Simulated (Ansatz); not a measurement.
# Sn3Se: the cost of one run

Computed with Ansatz 0.2.0 (DFT PBEsol, scalar-relativistic, plane waves, PAW, unless a step's input says otherwise).

## (1) Starting point

It takes space group Pm-3m (No. 221, cubic). Conventional cell: a = 4.660 Å, b = 4.660 Å, c = 4.660 Å, α = 90.00°, β = 90.00°, γ = 90.00°. Sn (site symmetry 4/mmm) has 8 Sn at 3.29 Å and 4 Se at 3.29 Å in its first shell of neighbours. Around Se (site symmetry m-3m) lie 12 Sn at 3.29 Å.

As a file:

```cif
data_structure
_symmetry_space_group_name_H-M 'P 1'
_symmetry_Int_Tables_number 1
_cell_length_a 4.6596
_cell_length_b 4.6596
_cell_length_c 4.6596
_cell_angle_alpha 90.000
_cell_angle_beta 90.000
_cell_angle_gamma 90.000
_cell_volume 101.17
loop_
_atom_site_label
_atom_site_type_symbol
_atom_site_fract_x
_atom_site_fract_y
_atom_site_fract_z
_atom_site_occupancy
Sn1 Sn 0.00000 0.50000 0.50000 1
Sn2 Sn 0.50000 0.00000 0.50000 1
Sn3 Sn 0.50000 0.50000 0.00000 1
Se1 Se 0.00000 0.00000 0.00000 1
```

It goes back to an entry of the Materials Project, which need not be the stable form.

It is the result of an earlier relaxation at this level (volume 25.29 Å³/atom; gap on the mesh: none (metal)).

## (2) Zero of the scan

The input, input.yaml:

```yaml
crystal:
  lattice:
    - [4.6596124226, 0.0, 0.0]
    - [0.0, 4.6596124226, 0.0]
    - [0.0, 0.0, 4.6596124226]
  atoms:
    - { symbol: Sn, position: [0.0, 0.5, 0.5] }
    - { symbol: Sn, position: [0.5, 0.0, 0.5] }
    - { symbol: Sn, position: [0.5, 0.5, 0.0] }
    - { symbol: Se, position: [0.0, 0.0, 0.0] }
basis:
  ecutwfc: 420
kpoints:
  mp_grid: { grid: [10, 10, 10] }
hamiltonian:
  xc: pbesol
scf:
  occupations: { method: gaussian, width: 0.15 }
output:
  forces: true
  stress: true
  eigenvalues: true
  write_density: true
  write_potential: true
  elf: true
  volumetric_format: npy
```

Started as:

```
ansatz run input.yaml --threads 1 --pin off --max-ram 2560MiB --backend cpu --events-out ev --progress --plain --runs-dir out
```

What time and memory should one allow on 1 thread of Intel Xeon at 2.50GHz (Skylake/Cascade Lake), shared host?

About 26 s, with a peak of 0.45 GiB.
